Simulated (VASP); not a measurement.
# Na2S (Fm-3m) in VASP: a series of runs

Runs on Na2S. Level: PBE. Tasks: single point.

All numbers are computed with VASP 6.6.1; they aren't measurements. Logs are shortened: lines on timing, memory, paths and dates and some standing lists are left out, and cuts for length are marked.

## 1. The structure

Symmetry: Fm-3m, No. 225, cubic system. Conventional cell: a = 6.568 Å, b = 6.568 Å, c = 6.568 Å, α = 90.00°, β = 90.00°, γ = 90.00°. Na (site symmetry -43m) is surrounded by 4 S at 2.84 Å. S (site symmetry m-3m) is surrounded by 8 Na at 2.84 Å.

## 2. Single point, PBE

INCAR

```
SYSTEM = Na2S
PREC = Accurate
ENCUT = 520
EDIFF = 1E-6
ISMEAR = 0
SIGMA = 0.02
LREAL = .False.
LASPH = .True.
NELM = 60
ALGO = Normal
ISIF = 2
LWAVE = .False.
LCHARG = .True.
GGA = PE
LELF = .True.
LVHAR = .True.
NBANDS = 17
```

KPOINTS

```
Automatic mesh
0
Gamma
  8 8 8
  0 0 0
```

POSCAR

```
Na2S
1.0
    0.0000000000      3.2840057951      3.2840057951
    3.2840057951      0.0000000000      3.2840057951
    3.2840057951      3.2840057951      0.0000000000
Na S
2 1
Direct
    0.2500000000      0.2500000000      0.2500000000
    0.7500000000      0.7500000000      0.7500000000
    0.0000000000      0.0000000000      0.0000000000
```

Potentials or basis: VASP PAW PBE potentials, release 64 (Na_pv, S).

Launch:

```
$ cat potpaw_PBE.64/Na_pv/POTCAR potpaw_PBE.64/S/POTCAR > POTCAR
$ mpirun -np 1 vasp_std > vasp.out
```

OUTCAR:

```text
SYSTEM = Na2S
   PREC = Accurate
   ENCUT = 520
   EDIFF = 1E-6
   ISMEAR = 0
   LREAL = .False.
   LASPH = .True.
   NELM = 60
   ISIF = 2
   GGA = PE

 ion  position               nearest neighbor table
   1  0.250  0.250  0.250-
   2  0.750  0.750  0.750-
   3  0.000  0.000  0.000-

  LATTYP: Found a face centered cubic cell.
 ALAT       =     6.5680115902

  Lattice vectors:

 A1 = (   0.0000000000,   3.2840057951,   3.2840057951)
 A2 = (   3.2840057951,   0.0000000000,   3.2840057951)
 A3 = (   3.2840057951,   3.2840057951,   0.0000000000)

Analysis of symmetry for initial positions (statically):
=====================================================================
 Subroutine PRICEL returns:
 Original cell was already a primitive cell.

 Routine SETGRP: Setting up the symmetry group for a
 face centered cubic supercell.

 Subroutine GETGRP returns: Found 48 space group operations
 (whereof 48 operations were pure point group operations)
 out of a pool of 48 trial point group operations.

The static configuration has the point symmetry O_h .

Analysis of symmetry for dynamics (positions and initial velocities):
=====================================================================
 Subroutine PRICEL returns:
 Original cell was already a primitive cell.

 Routine SETGRP: Setting up the symmetry group for a
 face centered cubic supercell.

 Subroutine GETGRP returns: Found 48 space group operations
 (whereof 48 operations were pure point group operations)
 out of a pool of 48 trial point group operations.

The dynamic configuration has the point symmetry O_h .

 Subroutine INISYM returns: Found 48 space group operations
 (whereof 48 operations are pure point group operations),
 and found     1 'primitive' translations

----------------------------------------------------------------------------------------

                                     Primitive cell

  volume of cell :      70.8340

  direct lattice vectors                    reciprocal lattice vectors
     0.000000000  3.284005795  3.284005795    -0.152253081  0.152253081  0.152253081
     3.284005795  0.000000000  3.284005795     0.152253081 -0.152253081  0.152253081
     3.284005795  3.284005795  0.000000000     0.152253081  0.152253081 -0.152253081

  length of vectors
     4.644285534  4.644285534  4.644285534     0.263710072  0.263710072  0.263710072

  position of ions in fractional coordinates (direct lattice)
     0.250000000  0.250000000  0.250000000
     0.750000000  0.750000000  0.750000000
     0.000000000  0.000000000  0.000000000

  ion indices of the primitive-cell ions
   primitive index   ion index
                 1           1
                 2           2
                 3           3

----------------------------------------------------------------------------------------

 KPOINTS: Automatic mesh

Automatic generation of k-mesh.
 Grid dimensions read from file:
 generate k-points for:    8    8    8

 Generating k-lattice:

  Cartesian coordinates                     Fractional coordinates (reciprocal lattice)
    -0.019031635  0.019031635  0.019031635     0.125000000  0.000000000  0.000000000
     0.019031635 -0.019031635  0.019031635     0.000000000  0.125000000  0.000000000
     0.019031635  0.019031635 -0.019031635     0.000000000  0.000000000  0.125000000

  Length of vectors
     0.032963759  0.032963759  0.032963759

  Shift w.r.t. Gamma in fractional coordinates (k-lattice)
     0.000000000  0.000000000  0.000000000

 Subroutine IBZKPT returns following result:
 ===========================================

 Found     29 irreducible k-points:

 Following reciprocal coordinates:
            Coordinates               Weight
  0.000000  0.000000  0.000000      1.000000
  0.125000  0.000000  0.000000      8.000000
  0.250000  0.000000  0.000000      8.000000
  0.375000  0.000000  0.000000      8.000000
  0.500000  0.000000  0.000000      4.000000
  0.125000  0.125000  0.000000      6.000000
[... 16 lines left out ...]
  0.500000  0.250000  0.125000     48.000000
 -0.375000  0.250000  0.125000     24.000000
 [... further k-points ...]
   k-points           NKPTS =     29   k-points in BZ     NKDIM =     29   number of bands    NBANDS=     17
   number of dos      NEDOS =    301   number of ions     NIONS =      3
   total plane-waves  NPLWV =  46656
   dimension x,y,z NGX =    36 NGY =   36 NGZ =   36
   dimension x,y,z NGXF=    72 NGYF=   72 NGZF=   72
   ions per type =               2   1
   NGX,Y,Z   is equivalent  to a cutoff of  12.89, 12.89, 12.89 a.u.
   NGXF,Y,Z  is equivalent  to a cutoff of  25.77, 25.77, 25.77 a.u.
 SYSTEM =  Na2S
   PREC   = accura    normal or accurate (medium, high low for compatibility)
   ISTART =      0    job   : 0-new  1-cont  2-samecut
   ICHARG =      2    charge: 1-file 2-atom 10-const
   ISPIN  =      1    spin polarized calculation?
   LNONCOLLINEAR =      F non collinear calculations
   LSORBIT =      F    spin-orbit coupling
   LASPH  =      T    aspherical Exc in radial PAW
   ENCUT  =  520.0 eV  38.22 Ry    6.18 a.u.   8.64  8.64  8.64*2*pi/ulx,y,z
   NELM   =     60;   NELMIN=  2; NELMDL= -5     # of ELM steps
   EDIFF  = 0.1E-05   stopping-criterion for ELM
   LREAL  =      F    real-space projection
   EDIFFG = 0.1E-04   stopping-criterion for IOM
   NSW    =      0    number of steps for IOM
   IBRION =     -1    ionic relax: 0-MD 1-quasi-New 2-CG
   NFREE  =      0    steps in history (QN), initial steepest desc. (CG)
   ISIF   =      2    stress and relaxation
   ISYM   =      2    0-nonsym 1-usesym 2-fastsym
   POTIM  = 0.5000    time-step for ionic-motion
   TEBEG  =    0.0;   TEEND  =   0.0 temperature during run
   PSTRESS=    0.0 pullay stress
   NELECT =      20.0000    total number of electrons
   NUPDOWN=      -1.0000    fix difference up-down
   EMIN   =  10.00;   EMAX   =-10.00  energy-range for DOS
   EFERMI =   0.00;   METHOD = LEGACY
   ISMEAR =     0;   SIGMA  =   0.02  broadening in eV -4-tet -1-fermi 0-gaus
   EFERMI_NEDOS =   21; number of points for ismear=-14 and -15
   IALGO  =     38    algorithm
   IMIX   =      4    mixing-type and parameters
     AMIX     =   0.40;   BMIX     =  1.00
     AMIX_MAG =   1.60;   BMIX_MAG =  1.00
  volume/ion in A,a.u.               =      23.61       159.34
  Fermi-wavevector in a.u.,A,eV,Ry     =   1.074000  2.029566 15.693991  1.153476
  Thomas-Fermi vector in A             =   2.209816
   LORBIT       =      0    0 simple, 1 ext, 2 COOP (PROOUT), +10 PAW based schemes
   GGA     = PE    functional components
   LHFCALC =     F    Hartree Fock is set to
   AEXX    =    0.0000 exact exchange contribution
   IVDW    =     0    specifies the selected vdW correction
   LEPSILON=     F    determine dielectric tensor
   LRPA    =     F    only Hartree local field effects (RPA)
 non-spin polarized calculation
 Gauss-broadening in eV      SIGMA  =   0.02
  energy-cutoff  :      520.00
  volume of cell :       70.83
 maximum number of plane-waves:      1924
   NGX = 17   NGY = 17   NGZ = 17

 number of electron      19.9999995 magnetization

 Free energy of the ion-electron system (eV)
  ---------------------------------------------------
  ext. energy  EPLUGINS =         0.00000000
  ---------------------------------------------------
  free energy    TOTEN  =        -9.97625832 eV

  energy without entropy =       -9.97625832  energy(sigma->0) =       -9.97625832

 E-fermi :   0.3221     XC(G=0):  -7.7764

 val. band max:        0.1364461788   @ k =   0.0000   0.0000   0.0000
 cond. band min:       2.5813839316   @ k =   0.0000   0.0000   0.0000
 fundamental gap:      2.4449377528
 Fermi energy:         0.3220725066

 k-point     1 :       0.0000    0.0000    0.0000
  band No.  band energies     occupation
      1     -22.1320      2.00000
      2     -22.1319      2.00000
      3     -22.1319      2.00000
      4     -22.0805      2.00000
      5     -22.0804      2.00000
      6     -22.0804      2.00000
[... 9 lines left out ...]
     16       9.4634      0.00000
     17      11.2874      0.00000

 k-point     2 :       0.1250    0.0000    0.0000
  band No.  band energies     occupation
      1     -22.1307      2.00000
      2     -22.1301      2.00000
      3     -22.1301      2.00000
      4     -22.0834      2.00000
      5     -22.0825      2.00000
      6     -22.0825      2.00000
[... 9 lines left out ...]
     16       9.0826      0.00000
     17      10.8498      0.00000

 k-point     3 :       0.2500    0.0000    0.0000
  band No.  band energies     occupation
      1     -22.1269      2.00000
      2     -22.1248      2.00000
      3     -22.1248      2.00000
      4     -22.0913      2.00000
      5     -22.0884      2.00000
      6     -22.0884      2.00000
[... 9 lines left out ...]
     16       9.2395      0.00000
     17      10.3871      0.00000

 k-point     4 :       0.3750    0.0000    0.0000
  band No.  band energies     occupation
      1     -22.1208      2.00000
      2     -22.1168      2.00000
      3     -22.1168      2.00000
      4     -22.1014      2.00000
      5     -22.0970      2.00000
      6     -22.0970      2.00000
[... 9 lines left out ...]
     16      10.2449      0.00000
     17      10.5957      0.00000
[... 343 lines left out ...]
      1     -22.1391      2.00000
      2     -22.1275      2.00000
      3     -22.1171      2.00000
      4     -22.1010      2.00000
      5     -22.0876      2.00000
      6     -22.0760      2.00000
[... 9 lines left out ...]
     16      10.6546      0.00000
     17      11.7361      0.00000

 k-point    23 :       0.5000    0.2500    0.1250
  band No.  band energies     occupation
      1     -22.1409      2.00000
      2     -22.1290      2.00000
      3     -22.1189      2.00000
      4     -22.0974      2.00000
      5     -22.0900      2.00000
      6     -22.0763      2.00000
[... 9 lines left out ...]
     16      11.1518      0.00000
     17      11.9982      0.00000

 k-point    24 :      -0.3750    0.2500    0.1250
  band No.  band energies     occupation
      1     -22.1394      2.00000
      2     -22.1353      2.00000
      3     -22.1085      2.00000
      4     -22.1082      2.00000
      5     -22.0818      2.00000
      6     -22.0809      2.00000
[... 9 lines left out ...]
     16      10.7169      0.00000
     17      11.9922      0.00000

 [... further k-points ...]

------------------------ aborting loop because EDIFF is reached ----------------------------------------

  FORCE on cell =-STRESS in cart. coord.  units (eV):
  Direction    XX          YY          ZZ          XY          YZ          ZX
  --------------------------------------------------------------------------------------
  -------------------------------------------------------------------------------------
  Total        0.0081717      0.0081717      0.0081717      0.0000000      0.0000000      0.0000000
  in kB        0.1848343      0.1848343      0.1848343      0.0000000      0.0000000      0.0000000
  external PRESSURE =       0.1848343 kB  Pullay stress =       0.0000000 kB

 VOLUME and BASIS-vectors are now :
 -----------------------------------------------------------------------------
  energy-cutoff  :      520.00
  volume of cell :       70.83
      direct lattice vectors                 reciprocal lattice vectors
     0.000000000  3.284005795  3.284005795    -0.152253081  0.152253081  0.152253081
     3.284005795  0.000000000  3.284005795     0.152253081 -0.152253081  0.152253081
     3.284005795  3.284005795  0.000000000     0.152253081  0.152253081 -0.152253081

 POSITION                                       TOTAL-FORCE (eV/Angst)
 -----------------------------------------------------------------------------------
      1.64200      1.64200      1.64200         0.000000      0.000000      0.000000
      4.92601      4.92601      4.92601        -0.000000     -0.000000     -0.000000
      0.00000      0.00000      0.00000         0.000000      0.000000     -0.000000
 -----------------------------------------------------------------------------------
    total drift:                                0.000000      0.000000      0.000000

  FREE ENERGIE OF THE ION-ELECTRON SYSTEM (eV)
  ---------------------------------------------------
  free  energy   TOTEN  =        -9.9762583192 eV

  energy  without entropy=       -9.9762583192  energy(sigma->0) =       -9.97625832
```

It took 41 s on 1 thread of Intel Xeon Platinum 8259CL at 2.50GHz (Skylake/Cascade Lake), shared host; peak memory 0.2 GiB.

What came out:

- Free energy: -9.9763 eV
- Pressure: 0.0 GPa
- Band gap on the k mesh: 2.44 eV, direct

## 3. Single point, PBE (the database's cell and atoms)

INCAR

```
SYSTEM = Na2S
PREC     = Accurate       ! precision mode
ENCUT    = 520            ! plane-wave cutoff, eV
EDIFF    = 1E-6           ! SCF threshold, eV
ISMEAR   = 0              ! smearing method
SIGMA    = 0.02           ! smearing width, eV
LREAL    = .FALSE.        ! projectors in reciprocal space
LASPH    = .TRUE.         ! aspherical terms in the spheres
NELM     = 60             ! most SCF steps
ALGO     = Normal         ! electronic algorithm
ISIF     = 2              ! what is computed and relaxed
LWAVE    = .FALSE.        ! write WAVECAR
LCHARG   = .FALSE.        ! write CHGCAR
GGA      = PE             ! functional
NBANDS   = 17             ! bands
```

KPOINTS

```
Automatic mesh
0
G
  8 8 8
  0 0 0
```

POSCAR

```
Na2S
1.0
    0.0000000000      3.2735000000      3.2735000000
    3.2735000000      0.0000000000      3.2735000000
    3.2735000000      3.2735000000      0.0000000000
Na S
2 1
Direct
    0.2500000000      0.2500000000      0.2500000000
    0.7500000000      0.7500000000      0.7500000000
    0.0000000000      0.0000000000      0.0000000000
```

Potentials or basis: VASP PAW PBE potentials, release 64 (Na_pv, S).

Launch:

```
$ cat potpaw_PBE.64/Na_pv/POTCAR potpaw_PBE.64/S/POTCAR > POTCAR
$ mpirun -np 1 vasp_std > vasp.out
```

OUTCAR:

```text
SYSTEM = Na2S
   PREC = Accurate
   ENCUT = 520
   EDIFF = 1E-6
   ISMEAR = 0
   LREAL = .FALSE.
   LASPH = .TRUE.
   NELM = 60
   ISIF = 2
   GGA = PE

 ion  position               nearest neighbor table
   1  0.250  0.250  0.250-
   2  0.750  0.750  0.750-
   3  0.000  0.000  0.000-

  LATTYP: Found a face centered cubic cell.
 ALAT       =     6.5470000000

  Lattice vectors:

 A1 = (   0.0000000000,   3.2735000000,   3.2735000000)
[... 671 lines left out ...]

  FORCE on cell =-STRESS in cart. coord.  units (eV):
  Direction    XX          YY          ZZ          XY          YZ          ZX
  --------------------------------------------------------------------------------------
  -------------------------------------------------------------------------------------
  Total        0.1316763      0.1316763      0.1316763     -0.0000000      0.0000000      0.0000000
  in kB        3.0071238      3.0071238      3.0071238     -0.0000000      0.0000000      0.0000000
  external PRESSURE =       3.0071238 kB  Pullay stress =       0.0000000 kB

 VOLUME and BASIS-vectors are now :
 -----------------------------------------------------------------------------
  energy-cutoff  :      520.00
  volume of cell :       70.16
      direct lattice vectors                 reciprocal lattice vectors
     0.000000000  3.273500000  3.273500000    -0.152741714  0.152741714  0.152741714
     3.273500000  0.000000000  3.273500000     0.152741714 -0.152741714  0.152741714
     3.273500000  3.273500000  0.000000000     0.152741714  0.152741714 -0.152741714

 POSITION                                       TOTAL-FORCE (eV/Angst)
 -----------------------------------------------------------------------------------
      1.63675      1.63675      1.63675        -0.000000      0.000000      0.000000
      4.91025      4.91025      4.91025         0.000000     -0.000000     -0.000000
      0.00000      0.00000      0.00000         0.000000     -0.000000     -0.000000
 -----------------------------------------------------------------------------------
    total drift:                                0.000000      0.000000      0.000000

  FREE ENERGIE OF THE ION-ELECTRON SYSTEM (eV)
  ---------------------------------------------------
  free  energy   TOTEN  =        -9.9754927230 eV

  energy  without entropy=       -9.9754927230  energy(sigma->0) =       -9.97549272
```

OSZICAR:

```text
N       E                     dE             d eps       ncg     rms          rms(c)
DAV:   1     0.149346843700E+03    0.14935E+03   -0.10344E+04   986   0.121E+03
DAV:   2     0.341565286452E+00   -0.14901E+03   -0.14459E+03  1090   0.324E+02
DAV:   3    -0.106187768343E+02   -0.10960E+02   -0.10890E+02  1220   0.874E+01
[... 11 lines left out ...]
DAV:  15    -0.997550591947E+01    0.21794E-03   -0.15607E-03  1212   0.140E-01    0.114E-01
DAV:  16    -0.997551596426E+01   -0.10045E-04   -0.22544E-05  1077   0.264E-02    0.151E-01
DAV:  17    -0.997549522834E+01    0.20736E-04   -0.36824E-05  1098   0.213E-02    0.585E-02
DAV:  18    -0.997549277779E+01    0.24506E-05   -0.93997E-06  1124   0.109E-02    0.130E-02
DAV:  19    -0.997549272296E+01    0.54834E-07   -0.22497E-07   547   0.230E-03
   1 F= -.99754927E+01 E0= -.99754927E+01  d E =-.111013E-17
```

Wall time 40 s (1 thread of Intel Xeon Platinum 8259CL at 2.50GHz (Skylake/Cascade Lake), shared host); peak memory 0.2 GiB.

What came out:

| Property | Result |
| --- | --- |
| Free energy | -9.9755 eV |
| Pressure | 0.3 GPa |
| Band gap on the k mesh | 2.48 eV, direct |

Levels at points of the mesh, in eV from the valence-band top:
| k point | band 8 | band 9 | band 10 | band 11 | band 12 | band 13 |
| --- | --- | --- | --- | --- | --- | --- |
| (0.00, 0.00, 0.00) | 0.00 | 0.00 | 0.00 | 2.48 | 7.73 | 7.73 |
| (0.50, 0.00, 0.00) | -1.64 | -0.13 | -0.13 | 4.78 | 6.44 | 7.14 |
| (0.50, 0.50, 0.00) | -1.47 | -0.46 | -0.46 | 3.84 | 6.00 | 8.43 |

A k mesh can miss the band edges.
